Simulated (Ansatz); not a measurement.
Zinc-blende ZnTe was calculated with HSE06-D3(BJ) (Ansatz, a quantum-chemistry and plane-wave program, PAW).

Settings: plane-wave cutoff 460 eV, 8×8×8 k mesh, Fermi–Dirac smearing 0.01 eV, scalar-relativistic PAW data made under PBE.

Computed at the level's own relaxed cell.

Problem. Estimate the band gap, pressure derivative B′ of the bulk modulus and equilibrium lattice constant a that the calculation returns.

Solution. 
* **band gap**: 2.43 eV (on the SCF k mesh)
* **pressure derivative B′ of the bulk modulus**: 4.5
* **equilibrium lattice constant a**: 6.039 Å

Measured, for comparison: band gap 2.43 eV (zero-point renormalisation of 40 meV (experimental, the table's column) added back here, direct; inputs from Miglio et al. (2020), arXiv:2011.12765); lattice constant a 6.104 Å (room temperature, no zero-point or thermal correction, our sources range from 6.089 to 6.104; as tabulated in Albrecht et al. (1997), arXiv:cond-mat/9706128). Computed (rounded) less measured: lattice constant a -1.1 % (-0.8 % to -1.1 % over the range). A static lattice is as a rule a little smaller and stiffer than an uncorrected measurement, which narrows the difference in the lattice constant a and would widen misses of the other sign.

Spin–orbit coupling is not included; with these elements it can move the gap by several tenths of an eV or more.

Cost on a shared machine: about 22 core-minutes (a rough figure).
